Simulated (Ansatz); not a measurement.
The system is Br.

```
CELL_PARAMETERS angstrom
3.36325 -2.32255 0.00000
3.36325 2.32255 0.00000
0.00000 0.00000 8.70230
ATOMIC_POSITIONS crystal
Br 0.36510 0.63490 0.39010
Br 0.13490 0.86510 0.89010
Br 0.63490 0.36510 0.60990
Br 0.86510 0.13490 0.10990
```

Base run:

* Program: Ansatz 0.2.0
* Functional: BLYP
* Potentials or basis: Ansatz PAW
* Cutoff: 420 eV (not typed: the program's choice for these potentials)
* k mesh: 4 × 4 × 2
* Occupations: fermi-dirac, width 0.05 eV
* Spin: no spin polarisation

Its results: band gap on the k mesh 1.85 eV, indirect (least direct gap 1.90 eV); pressure 3.7 GPa; largest force 1.260 eV/Å.

Problem. After a change of settings the same cell gave: band gap on the k mesh 1.95 eV, indirect (least direct gap 2.00 eV); pressure 3.5 GPa; largest force 0.846 eV/Å. Which change was it?
A. functional from BLYP to RPBE
B. functional from BLYP to r2SCAN; cutoff from 420 eV (not typed: the program's choice for these potentials) to 500 eV (not typed: the program's choice for these potentials)
C. functional from BLYP to PBEsol
D. functional from BLYP to LDA

Solution. A.

Caveats: the PAW data sets come from PBE, with cores solved anew for the run's functional, which leaves a small shift of forces and pressure; forces of over 1 eV/Å show positions far from the minimum, so gaps and moduli don't describe the material at rest (some runs).

Runs at the PBE level aren't shown here.
